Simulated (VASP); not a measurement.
# KBr (Fm-3m) in VASP: settings compared, part 2 of 2

VASP 6.6.1. The steps go on from the part before.

## Step 3: Relaxation of cell and atoms, PBE

INCAR

```
SYSTEM = KBr
PREC     = Accurate       ! precision mode
ENCUT    = 600            ! plane-wave cutoff, eV
EDIFF    = 1E-6           ! SCF threshold, eV
ISMEAR   = 0              ! smearing method
SIGMA    = 0.03           ! smearing width, eV
LREAL    = .FALSE.        ! projectors in reciprocal space
LASPH    = .TRUE.         ! aspherical terms in the spheres
NELM     = 80             ! most SCF steps
ALGO     = Normal         ! electronic algorithm
ISIF     = 3              ! what is computed and relaxed
LWAVE    = .FALSE.        ! write WAVECAR
LCHARG   = .FALSE.        ! write CHGCAR
GGA      = PE             ! functional
IBRION   = 2              ! ionic algorithm
NSW      = 90             ! ionic steps
EDIFFG   = -0.01          ! ionic threshold
```

KPOINTS

```
regular mesh
0
G
  8 8 8
  0 0 0
```

POSCAR

```
KBr
1.0
    0.0000000000      3.3000000000      3.3000000000
    3.3000000000      0.0000000000      3.3000000000
    3.3000000000      3.3000000000      0.0000000000
K Br
1 1
Direct
    0.0000000000      0.0000000000      0.0000000000
    0.5000000000      0.5000000000      0.5000000000
```

Potentials or basis: VASP PAW PBE potentials, release 64 (K_sv, Br).

On the command line:

```console
$ cat potpaw_PBE.64/K_sv/POTCAR potpaw_PBE.64/Br/POTCAR > POTCAR
$ mpirun -np 1 vasp_std > vasp.out
```

Wall time 43 s (1 thread of Intel Xeon 6975P-C (Granite Rapids), shared host); peak memory 0.26 GiB.

The run converged. Its results:

```
Free energy                            : -6.2235 eV
Relaxed volume                         : 37.64 Å³/atom
Relaxed cell                           : a = 4.740 Å, b = 4.740 Å, c = 4.740 Å, α = 60.00°, β = 60.00°, γ = 60.00°
Space group after relaxing (to 0.05 Å) : Fm-3m (No. 225)
Energy gained by relaxing              : 4.2 meV/atom
Ionic steps                            : 3
Pressure after relaxing                : 0.0 GPa
Band gap on the k mesh                 : 4.31 eV, direct
```

The path:
```csv
step,energy change (eV),largest force (eV/Å),pressure (GPa),volume (Å³)
1,0.0000,0.0000,0.77,71.87
2,-0.0063,0.0000,0.35,73.69
3,-0.0084,0.0000,0.04,75.28
```

Final structure:
```xyz
2
Lattice="0.0000 3.3514 3.3514 3.3514 0.0000 3.3514 3.3514 3.3514 0.0000" Properties=species:S:1:pos:R:3 pbc="T T T"
K     0.0000    0.0000    0.0000
Br    3.3514    3.3514    3.3514
```

Levels at points of the mesh, in eV from the valence-band top:
| k point | band 6 | band 7 | band 8 | band 9 | band 10 | band 11 |
| --- | --- | --- | --- | --- | --- | --- |
| (0.00, 0.00, 0.00) | 0.00 | 0.00 | 0.00 | 4.31 | 7.59 | 7.59 |
| (0.50, 0.00, 0.00) | -1.09 | -0.30 | -0.30 | 6.49 | 8.06 | 9.63 |
| (0.50, 0.50, 0.00) | -0.77 | -0.27 | -0.27 | 5.91 | 7.03 | 9.25 |

A k mesh can miss the band edges. PBE usually gives volumes a little too large and moduli too small.

## Step 4: Relaxation of cell and atoms, PBE

This run uses another cell than the first one, of 37.64 Å³/atom, 1.047 times its volume.

Edit INCAR of step 3 so:

```diff
@@ -3,3 +3,3 @@
 ENCUT    = 600            ! plane-wave cutoff, eV
-EDIFF    = 1E-6           ! SCF threshold, eV
+EDIFF    = 1E-7           ! SCF threshold, eV
 ISMEAR   = 0              ! smearing method
@@ -16,2 +16,2 @@
 NSW      = 90             ! ionic steps
-EDIFFG   = -0.01          ! ionic threshold
+EDIFFG   = -0.005         ! ionic threshold
```

KPOINTS is that of step 3.

POSCAR

```
KBr                                     
1.0
    0.0000000000      3.3513656039      3.3513656039
    3.3513656039      0.0000000000      3.3513656039
    3.3513656039      3.3513656039      0.0000000000
  K               Br            
     1     1
Direct
     0.0000000000000000    0.0000000000000000    0.0000000000000000
     0.5000000000000000    0.5000000000000000    0.5000000000000000
```

On the command line:

```console
$ cat potpaw_PBE.64/K_sv/POTCAR potpaw_PBE.64/Br/POTCAR > POTCAR
$ mpirun -np 1 vasp_std > vasp.out
```

Wall time 40 s (1 thread of Intel Xeon 6975P-C (Granite Rapids), shared host); peak memory 0.27 GiB.

The run converged. Its results:

```yaml
Free_energy: -6.2237 eV
Relaxed_volume: 37.76 Å³/atom
Relaxed_cell: a = 4.744 Å, b = 4.744 Å, c = 4.744 Å, α = 60.00°, β = 60.00°, γ = 60.00°
Space_group_after_relaxing_to_0.05_Å: Fm-3m (No. 225)
Energy_gained_by_relaxing: 0.0 meV/atom
Ionic_steps: 3
Pressure_after_relaxing: 0.0 GPa
Band_gap_on_the_k_mesh: 4.30 eV, direct
```

Final structure:
```
K Br
1.0
     0.00000    3.35481    3.35481
     3.35481    0.00000    3.35481
     3.35481    3.35481    0.00000
K Br
1 1
Direct
  0.00000 0.00000 0.00000
  0.50000 0.50000 0.50000
```

Levels at points of the mesh, in eV from the valence-band top:
| k point | band 6 | band 7 | band 8 | band 9 | band 10 | band 11 |
| --- | --- | --- | --- | --- | --- | --- |
| (0.00, 0.00, 0.00) | 0.00 | 0.00 | 0.00 | 4.30 | 7.59 | 7.59 |
| (0.50, 0.00, 0.00) | -1.08 | -0.29 | -0.29 | 6.48 | 8.05 | 9.63 |
| (0.50, 0.50, 0.00) | -0.76 | -0.27 | -0.27 | 5.91 | 7.02 | 9.24 |

## Step 5: Relaxation of cell and atoms, RPBE

INCAR

```
SYSTEM = KBr
PREC = Accurate ; ENCUT = 600
EDIFF = 1E-6 ; ISMEAR = 0
SIGMA = 0.03 ; LREAL = .False.
LASPH = .True. ; NELM = 80
ALGO = Normal ; ISIF = 3
LWAVE = .False. ; LCHARG = .False.
GGA = RP ; IBRION = 2
NSW = 90 ; EDIFFG = -0.01
```

KPOINTS

```
regular mesh
0
Gamma
  8 8 8
  0 0 0
```

POSCAR

```
KBr
1.0
    0.0000000000      3.3000000000      3.3000000000
    3.3000000000      0.0000000000      3.3000000000
    3.3000000000      3.3000000000      0.0000000000
K Br
1 1
Direct
    0.0000000000      0.0000000000      0.0000000000
    0.5000000000      0.5000000000      0.5000000000
```

On the command line:

```console
$ cat potpaw_PBE.64/K_sv/POTCAR potpaw_PBE.64/Br/POTCAR > POTCAR
$ mpirun -np 1 vasp_std > vasp.out
```

Wall time 61 s (1 thread of Intel Xeon Platinum 8488C (Sapphire Rapids), shared host); peak memory 0.26 GiB.

It converged, with:

- Free energy: -5.9262 eV
- Relaxed volume: 41.52 Å³/atom
- Relaxed cell: a = 4.897 Å, b = 4.897 Å, c = 4.897 Å, α = 60.00°, β = 60.00°, γ = 60.00°
- Space group after relaxing (to 0.05 Å): Fm-3m (No. 225)
- Energy gained by relaxing: 33.2 meV/atom
- Ionic steps: 4
- Pressure after relaxing: 0.0 GPa
- Band gap on the k mesh: 4.39 eV, direct

Step by step:
| step | energy change (eV) | largest force (eV/Å) | pressure (GPa) | volume (Å³) |
| --- | --- | --- | --- | --- |
| 1 | 0.0000 | 0.0000 | 2.17 | 71.87 |
| 2 | -0.0494 | 0.0000 | 0.97 | 77.06 |
| 3 | -0.0659 | 0.0000 | 0.15 | 82.02 |
| 4 | -0.0664 | 0.0000 | 0.00 | 83.04 |

Final structure:
```xyz
2
Lattice="0.0000 3.4628 3.4628 3.4628 0.0000 3.4628 3.4628 3.4628 0.0000" Properties=species:S:1:pos:R:3 pbc="T T T"
K     0.0000    0.0000    0.0000
Br    3.4628    3.4628    3.4628
```

Levels at points of the mesh, in eV from the valence-band top:
```
           k point  band 6  band 7  band 8  band 9  band 10  band 11
(0.00, 0.00, 0.00)    0.00    0.00    0.00    4.39     7.71     7.71
(0.50, 0.00, 0.00)   -0.87   -0.22   -0.22    6.56     7.91     9.49
(0.50, 0.50, 0.00)   -0.63   -0.23   -0.23    6.22     6.93     9.05
```

Caveat: the volume moved by over 15 % at a fixed basis, so the end points are rough; the PAW data sets were made with another functional, which shifts forces and pressure a little; the volume moved by +16 % from the deposited cell, more than functionals usually miss. Zero-point motion and thermal expansion aren't in these numbers.

## Step 6: Relaxation of cell and atoms, RPBE

This run uses another cell than the first one, of 41.52 Å³/atom, 1.155 times its volume.

INCAR

```
SYSTEM = KBr
PREC = Accurate ; ENCUT = 600
EDIFF = 1E-7 ; ISMEAR = 0
SIGMA = 0.03 ; LREAL = .False.
LASPH = .True. ; NELM = 80
ALGO = Normal ; ISIF = 3
LWAVE = .False. ; LCHARG = .False.
GGA = RP ; IBRION = 2
NSW = 90 ; EDIFFG = -0.005
```

KPOINTS is that of step 5.

POSCAR

```
KBr                                     
1.0
    0.0000000000      3.4627838832      3.4627838832
    3.4627838832      0.0000000000      3.4627838832
    3.4627838832      3.4627838832      0.0000000000
  K               Br            
     1     1
Direct
     0.0000000000000000    0.0000000000000000    0.0000000000000000
     0.5000000000000000    0.5000000000000000    0.5000000000000000
```

Potentials or basis: VASP PAW PBE potentials, release 64 (K_sv, Br).

On the command line:

```console
$ cat potpaw_PBE.64/K_sv/POTCAR potpaw_PBE.64/Br/POTCAR > POTCAR
$ mpirun -np 1 vasp_std > vasp.out
```

It took 24 s on 1 thread of Intel Xeon Platinum 8488C (Sapphire Rapids), shared host; peak memory 0.25 GiB.

The run converged. Its results:

```yaml
Free_energy: -5.9268 eV
Pressure_after_relaxing: 0.0 GPa
Band_gap_on_the_k_mesh: 4.39 eV, direct
```

Final structure:
```yaml
crystal:
  lattice:
    - [0.00000, 3.46278, 3.46278]
    - [3.46278, 0.00000, 3.46278]
    - [3.46278, 3.46278, 0.00000]
  atoms:
    - { symbol: K, position: [0.00000, 0.00000, 0.00000] }
    - { symbol: Br, position: [0.50000, 0.50000, 0.50000] }
```

Levels at points of the mesh, in eV from the valence-band top:
```
           k point  band 5  band 6  band 7  band 8  band 9  band 10  band 11  band 12
(0.00, 0.00, 0.00)  -11.66    0.00    0.00    0.00    4.39     7.71     7.71     7.71
(0.50, 0.00, 0.00)  -11.43   -0.87   -0.22   -0.22    6.56     7.91     9.49     9.49
(0.50, 0.50, 0.00)  -11.68   -0.63   -0.23   -0.23    6.22     6.93     9.05     9.19
```

Caveat: the relaxation stopped at its first step, so nothing moved; the PAW data sets were made with another functional, which shifts forces and pressure a little. A hybrid or GW would open this gap; RPBE tends to underestimate it.

## Step 7: Summary

| task | level | cell | k mesh | cutoff (eV) | gap on the mesh (eV) | pressure (GPa) |
| --- | --- | --- | --- | --- | --- | --- |
| single point | PBEsol | Fm-3m, 35.94 Å³/atom | 6 × 6 × 6 | 520 | 4.28 | -0.3 |
| relaxation of cell and atoms | PBE | relaxed | 8 × 8 × 8 | 600 | 4.30 | 0.0 |
| relaxation of cell and atoms | RPBE | relaxed | 8 × 8 × 8 | 600 | 4.39 | 0.0 |

Alike in all rows: potentials or basis VASP PAW PBE potentials, release 64 (K_sv, Br); no spin polarisation; smearing gaussian 0.03 eV.

Caveats: the PAW data sets were made with another functional, which shifts forces and pressure a little (some runs); the relaxation stopped at its first step, so nothing moved (some runs).

Total energies depend on the potentials used, so only differences within one code and one set of settings carry meaning.
